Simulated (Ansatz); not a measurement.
# Y2NF2 MXene monolayer in a perpendicular field, part 2 of 2

What dipole does a perpendicular field induce in the Y2NF2 MXene monolayer? A positive field points along +c.

Ansatz 0.2.0; plane-wave DFT, PBE-D3(BJ), Ansatz PAW.

So far. Step 2 (Relaxing the slab): The lattice constant a goes from 3.406 to 3.442 Å.

## Step 3: Single point, field 0

A sawtooth potential applies the field, turning back in the middle of the vacuum. With the dipole correction the typed value is the field outside the slab. The induced dipole is small, so the SCF threshold is tight.

The cell differs from the one that the last finished run ended in (c 40.995 → 23.173 Å).

Contents of input.yaml:

```yaml
crystal:
  lattice:
    - [3.4415341528, 0.0, 0.0]
    - [-1.7207670764, 2.9804560043, 0.0]
    - [0.0, 0.0, 23.1725371979]
  atoms:
    - { symbol: F, position: [0.3333333333, 0.6666666667, 0.3883907888] }
    - { symbol: "Y", position: [0.6666666667, 0.3333333333, 0.4425828123] }
    - { symbol: "N", position: [0.0, 0.0, 0.5] }
    - { symbol: "Y", position: [0.3333333333, 0.6666666667, 0.5574171877] }
    - { symbol: F, position: [0.6666666667, 0.3333333333, 0.6116092112] }
kpoints:
  mp_grid: { grid: [18, 18, 1] }
  band_path:
    path: [[0, 0, 0], [0.5, 0, 0], [0.33333333, 0.33333333, 0], [0, 0, 0]]
    npoints: 16
hamiltonian:
  xc: pbe
  dispersion: d3bj
scf:
  occupations: { method: fermi_dirac, width: 0.02585 }
  convergence: { dr2_threshold: 1.0e-10 }
efield:
  axis: 3
  dipole_correction: true
  ramp_position: 0.97
  ramp_width: 0.06
  amplitude: 0
output:
  dos: { projected: true, e_range: [-6, 5] }
  write_potential: true
  write_density: true
  volumetric_format: npy
  elf: true
```

Started as:

```
$ ansatz run input.yaml --threads 2 --pin off --max-ram 3072MiB --backend cpu --events-out ev --progress --plain --runs-dir out
```

Numbers of over 12 decimals in the logs are rounded to 6 here.

What it wrote:

```text
[...]
Crystal: 5 atoms, lattice volume = 237.689 Å³
Basis set: ecut = 420 eV, 4601 PW (Γ)
Bands: 26, of which v1, the nominal top of the filled ones, is band 21 counted from 1 (20 counted from 0)
Symmetry: 6 space group operations
k-points: 37 of 324 (time reversal used)
[...]
SCF iter   1: F=—  HF=-9707.352781 eV  |F-HF|=—  |Δ(HF+E_count)|=         —  Δρ=2.53e-3  dr2=1.62e-2  ethr=1.77e-3  p=0.000 e·Å  D=5.06e-14 V/Å  ΔV_dip=-0.00 eV  dr2_dipole=1.87e-9  V_vac-E_F(+/−)=3.38/3.38 eV  ⟨swp⟩=8.6  Hψ=5137  notcnv=0
efield: sawtooth ramp at fractional position 0.9700 (set: `efield.ramp_position`, or a place that a band, a saddle search or an elastic batch's reference lends), width 0.0600; the density the first Hamiltonian is built on has a dipole p = 0.000 e·Å; the dipole correction subtracts the counter field D = 5.06e-14 V/Å, which shifts the + side's vacuum level by -0.00 eV against the − side's; the planar-averaged density in the ramp window peaks in size at 7.6e-6 e/Å³
[...]
SCF iter   2: F=—  HF=-9707.356137 eV  |F-HF|=—  |Δ(HF+E_count)|=   3.36e-3  Δρ=2.98e-3  dr2=1.89e-2  ethr=3.96e-5  p=-0.000 e·Å  D=-6.54e-6 V/Å  ΔV_dip=0.00 eV  dr2_dipole=1.45e-9  V_vac-E_F(+/−)=3.13/3.13 eV  ⟨swp⟩=4.1  Hψ=2446  notcnv=0  defer=40
[...]
SCF iter   9: F=-9707.352233 eV  HF=-9707.352233 eV  |F-HF|=9.09e-12  |Δ(HF+E_count)|=   4.94e-9  Δρ=1.89e-7  dr2=8.20e-11  ethr=1.00e-12  p=-0.000 e·Å  D=-8.08e-9 V/Å  ΔV_dip=0.00 eV  dr2_dipole=6.37e-14  V_vac-E_F(+/−)=3.17/3.17 eV  ⟨swp⟩=9.6  Hψ=4031  notcnv=0
SCF 1 converged in 9 iterations: F = -9707.352233 eV  dr2 = 8.20e-11
[...]
NSCF: frozen V_eff on 49 k-points
efield: sawtooth ramp at fractional position 0.9700 (kept from the solve that this one continues, or follows in the run), width 0.0600; the density the first Hamiltonian is built on has a dipole p = -0.000 e·Å; the dipole correction subtracts the counter field D = -8.08e-9 V/Å, which shifts the + side's vacuum level by +0.00 eV against the − side's; the planar-averaged density in the ramp window peaks in size at 1.0e-7 e/Å³
[...]
SCF converged after 9 iterations
Free energy (F): -9707.352233 eV
[...]
Internal energy: -9707.348755 eV  (E = F + TS)
E sigma→0 (E₀):  -9707.350494 eV
Entropy (-TS):   -0.003478 eV (-0.696 meV/atom)
Fermi energy:    1.498788 eV
Dipole field:    D = 0.000000 V/Å  (p = 0.000000 e·Å, saw-weighted, corrected)
Work function:   Φ+ = 3.1657 eV   Φ− = 3.1658 eV
Levels:          The Fermi level and band energies are counted from a zero that moves with the ramp; work functions are not
[...]
--- Band table (eV; the first three rows and the last of 37) ---
  k-point 0: bands = [... 17 lower, -3.0375, -2.1145, -2.1145, 2.6239, 2.8863, 2.8863, 2.8944, 3.2881, ... 1 higher]
  k-point 1: bands = [... 17 lower, -3.0086, -2.1782, -2.1213, 2.6994, 2.7226, 2.9158, 2.9472, 3.3696, ... 1 higher]
  k-point 2: bands = [... 17 lower, -2.9333, -2.3399, -2.1385, 2.3511, 2.8636, 3.0774, 3.1271, 3.4891, ... 1 higher]
  k-point 36: bands = [... 17 lower, -2.8600, -2.8600, -2.4397, 2.7905, 3.2344, 3.2344, 4.3599, 5.4585, ... 1 higher]
```

The job ended after 15 s (2 threads of Intel Xeon at 2.60GHz (Ice Lake), shared host; peak memory 0.64 GiB).

This step gave:

| Item | Value |
| --- | --- |
| energy at zero smearing | -9707.3505 eV |
| work function, upper face | 3.166 eV |
| dipole along the normal | 3.98e-7 e·Å |

Running mean over a fixed 2.8 Å (it still follows the layers) of the planar mean; the ramp of the sawtooth is left out. Electron's electrostatic potential energy less the Fermi level against z:

```
z (Å)  electron's electrostatic potential energy less the Fermi level (eV)
  3.0                                                                 3.17
  3.5                                                                 3.17
  4.0                                                                 3.17
  4.5                                                                 3.17
  5.0                                                                 3.17
  5.5                                                                 3.17
  6.0                                                                 3.16
  6.5                                                                 3.14
  7.0                                                                 3.00
  7.5                                                                 2.03
  8.0                                                                0.226
  8.5                                                                -2.19
  9.0                                                                -5.48
  9.5                                                                -8.27
 10.0                                                                -9.73
 10.5                                                                -10.2
 11.0                                                                -10.1
 11.5                                                                -10.2
 12.0                                                                -10.1
 12.5                                                                -10.1
 13.0                                                                -9.98
 13.5                                                                -8.91
 14.0                                                                -6.59
 14.5                                                                -3.27
 15.0                                                               -0.507
 15.5                                                                 1.47
 16.0                                                                 2.80
 16.5                                                                 3.12
 17.0                                                                 3.16
 17.5                                                                 3.16
 18.0                                                                 3.17
 18.5                                                                 3.17
 19.0                                                                 3.17
 19.5                                                                 3.17
 20.0                                                                 3.17
```

The density of states has structure finer than the step of the table below, so its rows give means over 0.25 eV, whole bins alone (the curve runs from -6 to 1.99 eV). Peaks (eV: height): -4.460: 10.1, -4.290: 6.35, -4.150: 7.86, -4.070: 9.52, -3.960: 11.7, -3.680: 11.2, 1.420: 3.02.

Table of density of states by energy, zero at the Fermi level; means over each step:

```
energy (eV)  density of states (states/eV a cell)
      -4.75                                     0
      -4.50                                  6.05
      -4.25                                  4.10
      -4.00                                  7.42
      -3.75                                  5.68
      -3.50                                 0.182
      -3.25                                     0
      -3.00                                     0
      -2.75                                     0
      -2.50                                     0
      -2.25                                     0
      -2.00                                     0
      -1.75                                     0
      -1.50                                     0
      -1.25                                     0
      -1.00                                 0.420
      -0.75                                 0.916
      -0.50                                 0.956
      -0.25                                  1.02
       0.00                                  1.10
       0.25                                  1.38
       0.50                                 0.943
       0.75                                 0.787
       1.00                                  1.40
       1.25                                  1.86
       1.50                                  1.94
       1.75                                  1.82
```

Projected DOS per atom over height of the atomic layer and energy from the Fermi level. Layers: F Y N Y F from below.

Values in states/eV, 22 rows by 5 columns, each cell a mean:
```
0.05 0.81 0.14 0.81 0.05
0.04 0.81 0.11 0.81 0.04
0.04 0.72 0.08 0.72 0.04
0.02 0.39 0.04 0.39 0.02
0.04 0.55 0.06 0.55 0.04
0.03 0.49 0.04 0.49 0.03
0.03 0.44 0.03 0.44 0.03
0.03 0.42 0.02 0.42 0.03
0.01 0.10 0.00 0.10 0.01
0.00 0.00 0.00 0.00 0.00
0.00 0.00 0.00 0.00 0.00
0.00 0.00 0.00 0.00 0.00
0.00 0.00 0.00 0.00 0.00
0.00 0.00 0.00 0.00 0.00
0.00 0.00 0.00 0.00 0.00
0.06 0.41 2.33 0.41 0.06
0.12 0.96 4.89 0.96 0.12
0.26 0.80 3.37 0.80 0.26
0.03 0.07 0.30 0.07 0.03
0.00 0.00 0.00 0.00 0.00
0.00 0.00 0.00 0.00 0.00
0.00 0.00 0.00 0.00 0.00
```
Columns: height of the atomic layer (Å) from 9 to 14.2; rows upwards: energy from the Fermi level (eV) from -5.96 to 1.96.

Electronic bands along the path, in eV, zero at the Fermi level:

```
  point  band 17  band 18  band 19  band 20  band 21  band 22  band 23  band 24
      Γ    -7.27    -4.54    -3.61    -3.61     1.13     1.39     1.39     1.40
halfway    -7.25    -4.32    -4.16    -3.68    -0.15     1.74     2.31     2.52
      M    -7.11    -4.58    -3.93    -3.67    -1.02     2.27     3.38     3.66
halfway    -7.09    -4.52    -4.01    -3.93    -0.22     2.47     2.55     2.97
      K    -7.08    -4.36    -4.36    -3.94     1.29     1.74     1.74     2.86
halfway    -7.20    -4.31    -4.13    -3.86     0.39     0.75     2.69     2.77
      Γ    -7.27    -4.54    -3.61    -3.61     1.13     1.39     1.39     1.40
```

Electrostatic potential energy in the ca plane at fractional y = 0.333, with atoms of Y and F within 0.2 Å of it. With pseudopotentials it is smooth inside the atoms' cores, unlike the true potential.

Ten even steps from '0' (-44 eV) to '9' (5 eV), each cell a mean:
```
99999999999999999875346899888888999999999999
99999999999999999851002689998852499999999999
99999999999999998730000589999710079999999999
99999999999999998730001689999820189999999999
99999999999999999862114789988876799999999999
99999999999999999987668899877889999999999999
99999999999999999998889998866789999999999999
99999999999999999999899998766788999999999999
99999999999999999988788998877789999999999999
```
Columns run along c (16.0 Å, from fractional 0.13 to 0.82 of the cell; values clipped at the 3rd and 97th percentile), rows up along a (3.4 Å). Atoms in or near the plane, at fractional coordinates: Y at (0.44, 0.67), F at (0.61, 0.67).

ELF in the ca plane at fractional y = 0.333, with atoms of Y and F within 0.2 Å of it. It is the smooth field of the valence electrons, not physical close to the nuclei.

Ten even steps from '0' (0.00) to '9' (0.85), each cell a mean:
```
00000000000000001015873133100147752100000000
00000000000000000169998312211599985200000000
00000000000000000399579512212886896200000000
00000000000000000289889412212797995200000000
00000000000000000048996112100379974100000000
00000000000000012102431243111024431000000000
00000000000000135520013664134200000000000000
00000000000000245531025774135310000000000000
00000000000000124310112463122101210000000000
```
Columns run along c (16.0 Å, from fractional 0.13 to 0.82 of the cell), rows up along a (3.4 Å). Atoms in or near the plane, at fractional coordinates: Y at (0.44, 0.67), F at (0.61, 0.67).

Valence density in the ca plane at fractional y = 0.333, with atoms of Y and F within 0.2 Å of it. It is the smooth field of the valence electrons, not physical close to the nuclei.

Ten steps, logarithmic in the rise over the least value, from '0' (0 e/Å³) to '9' (12 e/Å³), each cell a mean:
```
00000000000000000124443221111233310000000000
00000000000000000146775311111367631000000000
00000000000000000257776411112489952000000000
00000000000000000246776311112479841000000000
00000000000000000135664211111245421000000000
00000000000000001112332222222222100000000000
00000000000000011211112232233210000000000000
00000000000000011221112233333210000000000000
00000000000000001111222222222211100000000000
```
Columns run along c (16.0 Å, from fractional 0.13 to 0.82 of the cell), rows up along a (3.4 Å). Atoms in or near the plane, at fractional coordinates: Y at (0.44, 0.67), F at (0.61, 0.67).

The work function of the upper face is 3.17 eV.

## Step 4: Atoms held, field 0.1 V/Å

input.yaml: that of step 3 with these lines changed.

```diff
@@ -27,5 +27,4 @@
   ramp_width: 0.06
-  amplitude: 0
+  amplitude: 0.1
 output:
-  dos: { projected: true, e_range: [-6, 5] }
   write_potential: true
@@ -33,2 +32 @@
   volumetric_format: npy
-  elf: true
```

What it wrote:

```text
[...]
Crystal: 5 atoms, lattice volume = 237.689 Å³
Basis set: ecut = 420 eV, 4601 PW (Γ)
Bands: 26, of which v1, the nominal top of the filled ones, is band 21 counted from 1 (20 counted from 0)
Symmetry: 6 space group operations
k-points: 37 of 324 (time reversal used)
[...]
k-point 0: bands = [... 17 lower, -3.0377, -2.1148, -2.1148, 2.6109, 2.8860, 2.8860, 2.8926, 3.2887, ... 1 higher]
  k-point 1: bands = [... 17 lower, -3.0088, -2.1784, -2.1215, 2.6854, 2.7235, 2.9131, 2.9469, 3.3704, ... 1 higher]
  k-point 2: bands = [... 17 lower, -2.9334, -2.3401, -2.1388, 2.3505, 2.8580, 3.0619, 3.1268, 3.4966, ... 1 higher]
  k-point 36: bands = [... 17 lower, -2.8603, -2.8602, -2.4400, 2.7900, 3.2338, 3.2344, 4.3598, 5.4425, ... 1 higher]
[key lines of the parts left out:]
SCF converged after 14 iterations
Free energy (F): -9707.353725 eV
Fermi energy:    1.498487 eV
Dipole field:    D = 0.022717 V/Å  (p = 0.029839 e·Å, saw-weighted, corrected)
```

It took 19 s on 2 threads; peak memory 0.6 GiB.

The dipole is 0.0298 e·Å.

## Step 5: Single point, field -0.1 V/Å

input.yaml: that of step 4 with these lines changed.

```diff
@@ -27,3 +27,3 @@
   ramp_width: 0.06
-  amplitude: 0.1
+  amplitude: -0.1
 output:
```

What it wrote:

```text
[...]
Crystal: 5 atoms, lattice volume = 237.689 Å³
Basis set: ecut = 420 eV, 4601 PW (Γ)
Bands: 26, of which v1, the nominal top of the filled ones, is band 21 counted from 1 (20 counted from 0)
Symmetry: 6 space group operations
k-points: 37 of 324 (time reversal used)
[...]
k-point 0: bands = [... 17 lower, -3.0377, -2.1148, -2.1148, 2.6109, 2.8860, 2.8860, 2.8926, 3.2887, ... 1 higher]
  k-point 1: bands = [... 17 lower, -3.0088, -2.1784, -2.1215, 2.6854, 2.7235, 2.9131, 2.9469, 3.3704, ... 1 higher]
  k-point 2: bands = [... 17 lower, -2.9334, -2.3401, -2.1388, 2.3505, 2.8580, 3.0619, 3.1268, 3.4966, ... 1 higher]
  k-point 36: bands = [... 17 lower, -2.8603, -2.8602, -2.4400, 2.7900, 3.2338, 3.2344, 4.3598, 5.4425, ... 1 higher]
[key lines of the parts left out:]
SCF converged after 14 iterations
Free energy (F): -9707.353725 eV
Fermi energy:    1.498487 eV
Dipole field:    D = -0.022717 V/Å  (p = -0.029839 e·Å, saw-weighted, corrected)
```

Elapsed: 18 s, on 2 threads; peak memory 0.62 GiB.

The dipole is -0.0298 e·Å.

## Step 6: Response, atoms held

This step: plane-wave DFT, PBE-D3(BJ), Ansatz PAW; response to a field along the normal, atoms held (Ansatz 0.2.0).

The dipoles give the slope, and the difference of two potentials shows where the field is screened.

This step gave:

```yaml
equivalent_conductor_thickness_p_eps_0ae: 5.264 Å
distance_between_the_outer_atoms: 5.173 Å
```

Table of dipole of the cell by applied field:

```
applied field (V/Å)  dipole of the cell (e·Å)
            -0.1000                   -0.0298
             0.0000                    4.0e-7
             0.1000                    0.0298
```

Local field over the applied field, running mean. From the potentials at -0.1 and 0.1 V/Å; running mean over 2.5 Å. Table of local field over applied field by z:

z (Å), local field over applied field and a bar:
```
      4.5      1.000 ##############################
      5.0      1.000 ##############################
      5.5      0.999 ##############################
      6.0      0.996 ##############################
      6.5      0.985 ##############################
      7.0      0.950 ############################
      7.5      0.872 ##########################
      8.0      0.759 ######################
      8.5      0.620 ##################
      9.0      0.471 #############
      9.5      0.326 #########
     10.0      0.210 #####
     10.5      0.124 ###
     11.0      0.068 #
     11.5      0.043 
     12.0      0.056 
     12.5      0.101 ##
     13.0      0.177 ####
     13.5      0.281 #######
     14.0      0.419 ############
     14.5      0.569 #################
     15.0      0.713 #####################
     15.5      0.837 #########################
     16.0      0.928 ############################
     16.5      0.977 #############################
     17.0      0.993 ##############################
     17.5      0.998 ##############################
     18.0      1.000 ##############################
     18.5      1.000 ##############################
     19.0      1.000 ##############################
```

Electrons, planar mean, per unit field. Table of induced electron density by z:

z (Å), induced electron density (e/Å³ per V/Å) and a bar from the least value:
```
     4.06    0.00000 ###############
     4.49    0.00000 ###############
     4.92    0.00000 ###############
     5.21    0.00000 ###############
     5.65    0.00001 ###############
     6.08    0.00002 ###############
     6.52    0.00006 ###############
     6.95    0.00019 ################
     7.24    0.00038 #################
     7.68    0.00102 #####################
     8.11    0.00229 ############################
     8.54    0.00268 ##############################
     8.98    0.00157 ########################
     9.41    0.00125 ######################
     9.70    0.00082 ####################
    10.14    0.00124 ######################
    10.57    0.00085 ####################
    11.01    0.00067 ###################
    11.44    0.00000 ###############
    11.73    0.00000 ###############
    12.17   -0.00067 ###########
    12.60   -0.00085 ##########
    13.03   -0.00124 ########
    13.47   -0.00082 ##########
    13.76   -0.00125 ########
    14.19   -0.00157 ######
    14.63   -0.00268 
    15.06   -0.00229 ##
    15.50   -0.00102 #########
    15.93   -0.00038 #############
    16.22   -0.00019 ##############
    16.66   -0.00006 ###############
    17.09   -0.00002 ###############
    17.52   -0.00001 ###############
    17.96    0.00000 ###############
    18.25    0.00000 ###############
    18.68    0.00000 ###############
    19.12    0.00000 ###############
```

By hand: between -0.1 and 0.1 V/Å the dipole changes by 0.05968 e·Å, a slope of 0.2984 e·Å²/V. A perfect conductor of thickness t has p = ε₀AEt, so t = 180.95 × 0.2984 / 10.257 = 5.26 Å (e/ε₀ = 180.95 V·Å, A in Å²).

The induced dipole is that of a conductor 5.26 Å thick.

## Step 7: What came out

```
gap without field                          : none
work function, upper face                  : 3.17 eV
equivalent conductor thickness, atoms held : 5.26 Å
```

The induced dipole equals that of a perfect conductor 5.26 Å thick, while the outer atoms lie 5.17 Å apart. There is no gap over 0.03 eV, with or without the field. The first relaxation ran with spin and lost its moment, and the later runs have none; other magnetic states were not tried. Spin-orbit coupling is left out. The MXene's terminations sit over the metal atoms of its far layer; the site over carbon or nitrogen, which some compounds prefer, was not run.

[Logs are printed without paths, hosts, clocks, repeated set-up lines and the standing remarks that a program may print on its own settings, such as how far it seeks lower states.]

[Hosts, paths, dates, database ids (printed as entryN), source tags and the programs' standing remarks are cut or masked in the printed files.]

[Maps of the electrostatic potential energy from Ansatz leave out the sawtooth potential of an applied field or a dipole correction, so their vacuum need not be flat; planar profiles and work functions include it.]

[The density of states shown here was stored with 400 of the rows of the run's finer table, so its peaks can read low, often by over a quarter, or be missed, and its means over a window can be off by a tenth or more.]
